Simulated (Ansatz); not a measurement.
# AlP at 8 GPa: from Born charge to LO–TO splitting and polaron coupling

Theory: Ansatz 0.2.0, DFT PBE, scalar-relativistic, plane waves, PAW. Settings: 420 eV plane-wave cutoff, Γ-centred 10×10×10 mesh, fixed occupations. No spin polarisation. Phonons by linear response, acoustic sum rule imposed.

The cell, relaxed at 8 GPa:
```
CELL_PARAMETERS angstrom
0.00000 2.67987 2.67987
2.67987 0.00000 2.67987
2.67987 2.67987 0.00000
ATOMIC_POSITIONS crystal
Al 0.00000 0.00000 0.00000
P 0.75000 0.75000 0.75000
```

Linear response gives ν_TO = 470.4 cm⁻¹, Born charges ±2.197 e (positive on Al) and ε∞ = 8.038. The primitive cell holds 38.492 Å³, and the masses are 26.982 and 30.974 amu.

**Question.** Find ν_LO and the static dielectric constant.

**Answer.** The long-wave field adds a restoring force: ω_LO² − ω_TO² = Z*²e²/(ε_vac ε∞ μV). In these units ν_LO² − ν_TO² = 4.92064×10⁷ Z*²/(μ V ε∞) cm⁻², with μ = m₁m₂/(m₁ + m₂) = 14.420 amu: 53240 cm⁻². So ν_LO = √(470.4² + 53240) = 523.9 cm⁻¹, and the run gives 523.9. Lyddane–Sachs–Teller then gives ε0 = ε∞ (ν_LO/ν_TO)² = 9.97, against 9.97 in the run (it forms both from the same three quantities, so the match checks the arithmetic only). Between ν_TO and ν_LO the dielectric function is negative and an undamped crystal reflects fully: a reststrahlen band from 19.1 to 21.3 μm.

**Question.** What do the Clausius–Mossotti polarisability and the Szigeti charge come to?

**Answer.** With the Lorentz local field, α = (3V/4π)(ε∞ − 1)/(ε∞ + 2) = 6.44 Å³ for the pair, and e_S = 3Z*/(ε∞ + 2) = 0.66 e. The Born charge includes the electrons' response to the dipole's own local field, and e_S takes that enhancement out. The Lorentz field assumes point-like polarisable ions, a poor picture once ε∞ is this large, since the electron clouds then overlap or are shared, so both numbers are formal here.

**Question.** How strongly does a slow electron couple to the LO mode?

**Answer.** For one isotropic parabolic band, Fröhlich's constant is α_F = (1/ε∞ − 1/ε0) √(m* Ry/ħω_LO), with Ry = 13.606 eV, ħω_LO = 65.0 meV and m* in free-electron masses: α_F = 0.0241 × 14.47 × √m* = 0.35 √m*. The band mass isn't part of this run; for m* = 0.1, 0.3 and 1 it gives 0.11, 0.19, 0.35. In weak coupling the polaron lies α_F ħω_LO below the band edge (12 meV at m* = 0.3) with a mass m*(1 + α_F/6); past α_F of about 5 or 6 that expansion fails. A semilocal functional's ε∞ tends to be too large, which taken alone lowers α_F.

Cost: 1 run of about 0.28 core-minutes, on AMD EPYC 9R45 (Zen 5) (shared hosts).

AlP appears here as a polar covalent semiconductor whose static screening is mostly electronic: ε∞ is 8.038 and the lattice raises it only to 9.97. The Born charge of 2.197 e lies below the nominal valence of three, but it measures how polarisation changes as the sublattices move, including charge shifted along the Al–P bonds, and is not a static ionic charge. It is large enough to separate the LO and TO modes clearly, although electronic screening weakens the long-range field behind the splitting.

The same balance keeps the Fröhlich coupling weak. Only the lattice part of the screening lags behind a slow carrier, and the stiff bonds between light atoms put the LO quantum high, which reduces the coupling further. Large polarons are therefore more plausible than self-trapping by this polar mode alone. For real carriers the constant is only a scale, since the conduction-band minima of zinc-blende AlP lie near X and are anisotropic, while the valence-band top is degenerate and warped.
